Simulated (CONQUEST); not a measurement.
# HgTe (Coloradoite) (F-43m) in CONQUEST: a series of runs

The runs below take HgTe (Coloradoite) through single point, with PBE.

All numbers are computed with CONQUEST 1.3; they aren't measurements. Logs are shortened: lines on timing, memory, paths and dates and some standing lists are left out, and cuts for length are marked.

### Step 1. The undisturbed crystal

Symmetry: F-43m, No. 216, cubic system. Conventional cell: a = 6.429 Å, b = 6.429 Å, c = 6.429 Å, α = 90.00°, β = 90.00°, γ = 90.00°. Around Hg (site symmetry -43m) lie 4 Te at 2.78 Å. Te (site symmetry -43m) is surrounded by 4 Hg at 2.78 Å.

### Step 2. Single point, PBE (atoms moved at random, drawn with an rms of 0.05 Å)

Conquest_input

```
IO.Title HgTe
IO.Coordinates coords.dat
IO.FractionalAtomicCoords T
IO.Iprint 2
IO.Iprint_init 1
General.NumberOfSpecies 2
General.PseudopotentialType hamann
AtomMove.TypeOfRun static
AtomMove.FullStress T
Grid.GridCutoff 120
DM.SolutionMethod diagon
Diag.MPMesh T
Diag.GammaCentred T
Diag.MPMeshX 6
Diag.MPMeshY 6
Diag.MPMeshZ 4
Diag.kT 0.00183747
minE.SCTolerance 1e-6
SC.MaxIters 100
IO.AtomChargeOutput T
%block ChemicalSpeciesLabel
1 200.590 Hg
2 127.600 Te
%endblock
```

coords.dat

```
    8.5906751129     0.0000000000     0.0000000000
    0.0000000000     8.5906751129     0.0000000000
    0.0000000000     0.0000000000    12.1490492552
4
  0.4958390000   0.4971100000   0.5002570000 1 T T T
  0.9958390000   0.9971100000   0.0002570000 1 T T T
  0.4997025000   0.9982315000   0.7504945000 2 T T T
  0.9997025000   0.4982315000   0.2504945000 2 T T T
```

Potentials or basis: PseudoDojo NC PBE, SZ, grid cutoff 120 Ha.

The run is started by

```
Conquest
```

The program printed:

```text
Simulation cell dimensions:     8.5907 a0 x     8.5907 a0 x    12.1490 a0

      Atomic coordinates (a0)
         Atom         X         Y         Z  Species
            1    4.2596    4.2705    6.0776        1
            2    8.5549    8.5658    0.0031        1
            3    4.2928    8.5755    9.1178        2
            4    8.5881    4.2801    3.0433        2

         Monkhorst-Pack mesh:   6 x   6 x   4 gamma-centred
        This calculation includes non-local pseudopotentials,
         with a maximum core radius of      6.95226475

    Job title: HgTe
    Job to be run: static calculation

    Ground state search:
      Support functions represented with PAO basis
      1:1 PAO to SF mapping
      Non-spin-polarised electrons
      Solving for the K matrix using diagonalisation
      Using Fermi-Dirac smearing

    Integration grid size:     48 x   48 x   60

    Integration grid spacing:  0.179 a0 x 0.179 a0 x 0.202 a0

    Number of species:  2
    --------------------------------------------------------
    |   #  mass (au)  Charge (e)  SF Rad (a0)  NSF  Label  |
    --------------------------------------------------------
    |   1    200.590      20.000        6.884   10  Hg     |
    |   2    127.600      16.000        7.289    9  Te     |
    --------------------------------------------------------
          SCF tolerance:                 0.00000100
          SCF iterations:               100

    The functional used will be GGA PBE96

           radial cut-off to be used is taken to be max PAO cut-off radius for this species:    6.619361

           greatest ang. mom. for making density from PAOs:  2

           radial cut-off to be used is taken to be max PAO cut-off radius for this species:    6.952265

           greatest ang. mom. for making density from PAOs:  2
    Minimum blocs/proc is     2160. Maximum blocs/proc is     2160
    set_atom_dens: In set_atomic_density, electrons :      72.000000000000
 matrix_size & matrix_size_padH =           38          38

    Screened ion int: energy:    -420.144177076040 Ha

    new_SC_potl: Starting.  Tolerance:  0.10000E-05

    PulayMixSC: Starting Pulay mixing, A_up =  0.500 A_dn =  0.500
    PulayMixSC: Spin non-polarised calculation.
          Harris-Foulkes Energy            :      -542.784974158654222 Ha
          GroundState Energy (E-(1/2)TS)   :      -542.785008794435612 Ha
          Free Energy (E-TS)               :      -542.785043430216888 Ha
          DFT Total Energy                 :      -542.712130954593931 Ha
          Total number of electrons        :        72.000000000000966
    PulayMixSC: Pulay iteration     1 residual:              0.13384E-02
          Harris-Foulkes Energy            :      -542.737798948148793 Ha
          GroundState Energy (E-(1/2)TS)   :      -542.737833627587861 Ha
          Free Energy (E-TS)               :      -542.737868307026929 Ha
          DFT Total Energy                 :      -542.731293172042683 Ha
          Total number of electrons        :        72.000025850983960
    PulayMixSC: Pulay iteration     2 residual:              0.44289E-03
          Harris-Foulkes Energy            :      -542.733009372267929 Ha
          GroundState Energy (E-(1/2)TS)   :      -542.733043948039040 Ha
          Free Energy (E-TS)               :      -542.733078523810150 Ha
          DFT Total Energy                 :      -542.732968819547636 Ha
          Total number of electrons        :        72.000043177833973
    PulayMixSC: Pulay iteration     3 residual:              0.57926E-04
          Harris-Foulkes Energy            :      -542.732972244729467 Ha
          GroundState Energy (E-(1/2)TS)   :      -542.733006773873626 Ha
          Free Energy (E-TS)               :      -542.733041303017785 Ha
          DFT Total Energy                 :      -542.732970214253555 Ha
          Total number of electrons        :        72.000047800068316
    PulayMixSC: Pulay iteration     4 residual:              0.68311E-05
          Harris-Foulkes Energy            :      -542.732970657820374 Ha
          GroundState Energy (E-(1/2)TS)   :      -542.733005190279755 Ha
          Free Energy (E-TS)               :      -542.733039722739136 Ha
          DFT Total Energy                 :      -542.732970653993902 Ha
          Total number of electrons        :        72.000048725322742
    PulayMixSC: Pulay iteration     5 residual:              0.39417E-06
    PulayMixSC: Reached SCF tolerance of  0.39417E-06 after      5 iterations
      | Number of electrons      =        72.000049
      |* band energy as 2Tr[K.H] =       -88.893558440368338 Ha
      |  screened ion-ion energy =      -420.144177076039682 Ha
      |  Ha correction           =         0.048885682679419 Ha
      |  XC correction           =       -33.744145747237290 Ha
      | GS Energy as E-(1/2)TS   =      -542.733005190279755 Ha
      | Free Energy as E-TS      =      -542.733039722739136 Ha
      |* Harris-Foulkes energy   =      -542.732970657820374 Ha
      |* DFT total energy        =      -542.732970653993902 Ha
      |  estimated accuracy      =        -0.000000003826472 Ha

    force: Forces on atoms (Ha/a0)
    force:  Atom   X              Y              Z
    force:     1   0.0022050105   0.0006369371   0.0002382961
    force:     2   0.0022050105   0.0006369371   0.0002382961
    force:     3  -0.0022317407  -0.0007476784  -0.0001445922
    force:     4  -0.0022317407  -0.0007476784  -0.0001445922

    force: Maximum force :        0.00223174(Ha/a0) on atom         3 in x direction
    force: Force Residual:        0.00233293 Ha/a0
    force: Total stress:        -13.31752868     0.00459515    -0.56583935 GPa
                             0.00459515   -13.21262661     0.17609127
                            -0.56583935     0.17609127   -13.27240854
    force: Average pressure:     13.26752128 GPa

    force: Finished force
    get_E_and_F: Change in energy during last step of electronic optimisation:  0.15869E-05

    BIBLIOGRAPHY: Please consider citing the following references in the conquest.bib file

    CONQUEST:         Bowler2002pt, Miyazaki2004, Nakata2020
    Basis:            Bowler2019
    DM:               Bowler:2006xr
    Pseudopotentials: Hamann2013, Bowler2019
    XC functional:    Perdew1996
```

Run time: 14 s. Hardware: 1 thread of Intel Xeon Platinum 8375C at 2.90GHz (Ice Lake), shared host; peak memory 0.37 GiB.

Results:

* Free energy: -14768.5184 eV
* Pressure: 13.3 GPa
* Largest force: 0.121 eV/Å
* Band gap on the k mesh: none (metal or under the smearing width)
* Mulliken charges: Hg +0.70; Te -0.70 e

Forces on the atoms (eV/Å):
```
Hg   0.113  0.033  0.012
Hg   0.113  0.033  0.012
Te  -0.115 -0.038 -0.007
Te  -0.115 -0.038 -0.007
```

Caveat: the atomic basis is small; Mulliken charges move with the basis; the basis of atomic orbitals isn't converged, which shifts pressures, moduli and gaps. Spin-orbit coupling is left out, which matters for the levels of Hg, Te.

### Step 3. Single point, PBE (atoms moved at random, drawn with an rms of 0.05 Å)

Changes to Conquest_input since step 2:

```diff
@@ -10,10 +10,7 @@
 Grid.GridCutoff 120
-DM.SolutionMethod diagon
-Diag.MPMesh T
-Diag.GammaCentred T
-Diag.MPMeshX 6
-Diag.MPMeshY 6
-Diag.MPMeshZ 4
-Diag.kT 0.00183747
-minE.SCTolerance 1e-6
+DM.SolutionMethod ordern
+DM.L_range 10
+DM.LVariations 60
+minE.LTolerance 1e-6
+minE.SCTolerance 1e-5
 SC.MaxIters 100
```

coords.dat is that of step 2.

Potentials or basis: PseudoDojo NC PBE, SZ, linear scaling with L range 10 bohr, grid cutoff 120 Ha.

The run is started by

```
Conquest
```

The program printed:

```text
Simulation cell dimensions:     8.5907 a0 x     8.5907 a0 x    12.1490 a0

      Atomic coordinates (a0)
         Atom         X         Y         Z  Species
            1    4.2596    4.2705    6.0776        1
            2    8.5549    8.5658    0.0031        1
            3    4.2928    8.5755    9.1178        2
            4    8.5881    4.2801    3.0433        2
        This calculation includes non-local pseudopotentials,
         with a maximum core radius of      6.95226475

WARNING: S range greater than L !     14.578859106240     10.000000000000

    Job title: HgTe
    Job to be run: static calculation

    Ground state search:
      Support functions represented with PAO basis
      1:1 PAO to SF mapping
      Non-spin-polarised electrons
      Solving for the K matrix using order N with LNV

    Integration grid size:     48 x   48 x   60

    Integration grid spacing:  0.179 a0 x 0.179 a0 x 0.202 a0

    Number of species:  2
    --------------------------------------------------------
    |   #  mass (au)  Charge (e)  SF Rad (a0)  NSF  Label  |
    --------------------------------------------------------
    |   1    200.590      20.000        6.884   10  Hg     |
    |   2    127.600      16.000        7.289    9  Te     |
    --------------------------------------------------------
          SCF tolerance:                 0.00001000
          SCF iterations:               100
          O(N) tolerance:                0.00000100
          O(N) iterations:               60

          Density Matrix range  = 10.0000 a0

    The functional used will be GGA PBE96

           radial cut-off to be used is taken to be max PAO cut-off radius for this species:    6.619361

           greatest ang. mom. for making density from PAOs:  2

           radial cut-off to be used is taken to be max PAO cut-off radius for this species:    6.952265

           greatest ang. mom. for making density from PAOs:  2
    Minimum blocs/proc is     2160. Maximum blocs/proc is     2160
    set_atom_dens: In set_atomic_density, electrons :      72.000000000000
    InvS: starting loop
    InvS: Iter:   1   omega:      0.94825 deltaomega:      0.94825 R:      0.15797
    InvS: Iter:   2   omega:      0.89987 deltaomega:     -0.04838 R:      0.15389
    InvS: Iter:   3   omega:      0.81212 deltaomega:     -0.08775 R:      0.14619
    InvS: Iter:   4   omega:      0.66638 deltaomega:     -0.14574 R:      0.13242
    InvS: Iter:   5   omega:      0.45948 deltaomega:     -0.20690 R:      0.10996
    InvS: Iter:   6   omega:      0.23535 deltaomega:     -0.22413 R:      0.07870
    InvS: Iter:   7   omega:      0.08212 deltaomega:     -0.15323 R:      0.04649
    InvS: Iter:   8   omega:      0.02745 deltaomega:     -0.05467 R:      0.02688
    InvS: Iter:   9   omega:      0.01045 deltaomega:     -0.01700 R:      0.01658
    InvS: Iter:  10   omega:      0.00209 deltaomega:     -0.00835 R:      0.00742
    InvS: Iter:  11   omega:      0.00012 deltaomega:     -0.00198 R:      0.00175
    InvS: Iter:  12   omega:      0.00004 deltaomega:     -0.00008 R:      0.00098
    InvS: Iter:  13   omega:      0.00004 deltaomega:      0.00000 R:      0.00100
    InvS: truncation error reached after  13 iterations

    Screened ion int: energy:    -420.144177076040 Ha

    new_SC_potl: Starting.  Tolerance:  0.10000E-04

    PulayMixSC: Starting Pulay mixing, A_up =  0.500 A_dn =  0.500
    PulayMixSC: Spin non-polarised calculation.

    FindDM: tol:    0.0000010000  number of L iterations:    60
    InitMcW: electrons:       72.00 orbitals:       76.00
    InitMcW: SX is           37.995674
    InitMcW: SX/no is         0.999886
    InitMcW: mubar, lambda for spin = 1 are:        -1.170808        4.599132
    McWMin: iteration   1 energy for spin 1      -40.907448 Ha mid-point:         0.358315
    McWMin: rounding error found, spin:   1        0.358315      -40.907448        0.860191      -40.552109
    McWMin: after   2 iterations, energy is       -81.104218 Ha

    earlyDM: starting
    earlyDM: iteration:   1 Energy:       -82.079133 Ha Residual:     0.106658E+03
    earlyDM: dE        -1.722689 Ha linearity:         0.007890
    earlyDM: iteration:   2 Energy:       -83.924510 Ha Residual:     0.676262E+02
    earlyDM: transition to lateDM after   2 iterations
    lateDM:  iteration:   1 Energy:       -83.924510 Ha Residual:     0.361007E+02
    lateDM: R2 is     0.490375E+01
    lateDM: Residual before electron gradient correction:     0.514426E+01
    lateDM: New residual:     0.336935E+01
    lateDM:  iteration:   2 Energy:       -87.478404 Ha Residual:     0.336935E+01
    lateDM: R2 is     0.139424E+01
    lateDM: Residual before electron gradient correction:     0.114131E+01
    lateDM: New residual:     0.386453E+00
    lateDM:  iteration:   3 Energy:       -87.912734 Ha Residual:     0.386453E+00
    lateDM: R2 is     0.584505E+00
    lateDM: Residual before electron gradient correction:     0.843011E+00
    lateDM: New residual:     0.183029E+00
    lateDM:  iteration:   4 Energy:       -87.981090 Ha Residual:     0.183029E+00
    lateDM: R2 is     0.417224E+00
    lateDM: Residual before electron gradient correction:     0.663894E+00
    lateDM: New residual:     0.164154E+00
[... 297 lines left out ...]
    lateDM: reached residual of     0.797827E-06 after   1 iterations

          Harris-Foulkes Energy            :      -542.681735862097867 Ha
          (TS=0 as O(N) or entropic contribution is negligible)
          DFT Total Energy                 :      -542.681734266383842 Ha
          Total number of electrons        :        72.000045129514220
    PulayMixSC: Pulay iteration     4 residual:              0.60334E-05
    PulayMixSC: Reached SCF tolerance of  0.60334E-05 after      4 iterations
      | Number of electrons      =        72.000045
      |* band energy as 2Tr[K.H] =       -88.659633706535431 Ha
      |  screened ion-ion energy =      -420.144177076039682 Ha
      |  Ha correction           =        -0.141036514133589 Ha
      |  XC correction           =       -33.736198747647208 Ha
      |* Harris-Foulkes energy   =      -542.681735862097867 Ha
      |* DFT total energy        =      -542.681734266383842 Ha
      |  estimated accuracy      =        -0.000001595714025 Ha

    force: Forces on atoms (Ha/a0)
    force:  Atom   X              Y              Z
    force:     1   0.0024747330   0.0007135066   0.0002596894
    force:     2   0.0024747328   0.0007135057   0.0002596894
    force:     3  -0.0025313729  -0.0008478744  -0.0001600312
    force:     4  -0.0025313730  -0.0008478740  -0.0001600312

    force: Maximum force :        0.00253137(Ha/a0) on atom         4 in x direction
    force: Force Residual:        0.00263184 Ha/a0
    force: Total stress:        -19.80141460     0.00471207    -0.62086543 GPa
                             0.00471266   -19.69047079     0.19215347
                            -0.62087949     0.19216141   -19.78715748
    force: Average pressure:     19.75968096 GPa

    force: Finished force
    get_E_and_F: Change in energy during last step of electronic optimisation:  0.50616E-04

    BIBLIOGRAPHY: Please consider citing the following references in the conquest.bib file

    CONQUEST:         Bowler2002pt, Miyazaki2004, Nakata2020
    Basis:            Bowler2019
    DM:               Bowler:1999if, Bowler2001, Bowler2010
    Pseudopotentials: Hamann2013, Bowler2019
    XC functional:    Perdew1996

    Warnings written to file Conquest_warnings; please check
```

Wall time 40 s (1 thread of Intel Xeon Platinum 8375C at 2.90GHz (Ice Lake), shared host); peak memory 0.37 GiB.

These settings aren't checked as converged: the numbers below hold their error.

What came out:

```
Free energy      : -14767.1223 eV
Pressure         : 19.8 GPa
Largest force    : 0.138 eV/Å
Mulliken charges : Hg +0.75; Te -0.75 e
```

Caveat: the atomic basis is small; Mulliken charges move with the basis; the density matrix is cut off at a finite range, which raises the energy and shifts forces and pressure; the basis of atomic orbitals isn't converged, which shifts pressures, moduli and gaps.
